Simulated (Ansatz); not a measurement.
Density of states of WS₂

```cif
data_structure
_symmetry_space_group_name_H-M 'Fm-3m'
_symmetry_Int_Tables_number 225
_cell_length_a 5.8744
_cell_length_b 5.8744
_cell_length_c 5.8744
_cell_angle_alpha 90.000
_cell_angle_beta 90.000
_cell_angle_gamma 90.000
_cell_volume 202.71
loop_
_atom_site_label
_atom_site_type_symbol
_atom_site_symmetry_multiplicity
_atom_site_Wyckoff_symbol
_atom_site_fract_x
_atom_site_fract_y
_atom_site_fract_z
_atom_site_occupancy
W1 W 4 a 0.00000 0.00000 0.00000 1
S1 S 8 c 0.25000 0.75000 0.75000 1
```

The runs use the primitive cell with vectors (0.000, 2.937, 2.937), (2.937, 0.000, 2.937), (2.937, 2.937, 0.000) Å, to which the k mesh refers.

The structure is cubic, space group Fm-3m (No. 225). Conventional cell: a = 5.874 Å, b = 5.874 Å, c = 5.874 Å, α = 90.00°, β = 90.00°, γ = 90.00°. W (site symmetry m-3m) has 8 S at 2.54 Å as nearest neighbours. S (site symmetry -43m) is surrounded by 4 W at 2.54 Å.

The structure comes from a relaxation in the same program, started in the fluorite type, and has space group Fm-3m. Whether it is a known phase or the ground state wasn't checked.

Spin–orbit coupling is left out, though it moves levels of the heavy atoms by tenths of an eV or more.

Computed with Ansatz 0.2.0, DFT, PBE, all-electron LAPW, scalar-relativistic.

Numerical set-up: a Γ-centred 11×11×11 k mesh, Fermi–Dirac smearing of 0.08 eV, basis error target 1 meV/atom, no spin polarisation.

States per eV and cell, averaged over 0.4 eV, from -5.8 to 4.0 eV, with energies (bin centres) from the Fermi level; empty bins are left out. The partial columns, the largest 4 alone, are projections on Löwdin-orthogonalised atomic shells (those that the program's projection atoms carry: the occupied ones and, for some elements, an empty d or f shell; other empty shells have no column), summed over atoms of an element. Weights on diffuse s and p shells depend on that basis and aren't pure angular character.

```
E (eV)  total  S 3p  W 5d  S 3s  W 6s
  -5.7   3.11  2.22  0.72  0.05  0.09
  -5.3   1.93  1.41  0.42  0.04  0.04
  -4.9   2.10  1.46  0.46  0.07  0.07
  -4.5   0.97  0.69  0.17  0.06  0.03
  -4.1   0.58  0.40  0.14  0.02  0.01
  -3.7   1.94  1.37  0.44  0.07  0.02
  -3.3   1.72  1.21  0.40  0.05  0.02
  -2.9   1.86  1.30  0.43  0.07  0.03
  -2.5   3.69  2.32  1.20  0.06  0.04
  -2.1   1.23  0.84  0.31  0.04  0.01
  -1.7   1.54  1.05  0.39  0.06  0.01
  -1.3   1.01  0.71  0.22  0.05  0.01
  -0.9   0.76  0.42  0.25  0.03  0.05
  -0.5   2.78  0.51  2.04  0.04  0.08
  -0.1   3.87  0.57  3.05  0.03  0.07
   0.3   3.67  0.82  2.62  0.02  0.04
   0.7   0.43  0.12  0.29  0.00  0.00
   1.9   1.02  0.17  0.61  0.12  0.00
   2.3   3.05  0.63  1.79  0.33  0.01
   2.7   1.11  0.34  0.56  0.07  0.00
   3.1   2.59  1.00  1.21  0.10  0.00
   3.5   1.96  0.82  0.90  0.04  0.00
   3.9   3.21  1.42  1.53  0.03  0.01
```

**Question.** Which of the resolved shells contributes most within 0.3 eV of the Fermi level?

**Answer.** W 5d, with 77 % of all states there; S 3p follows with 17 %.
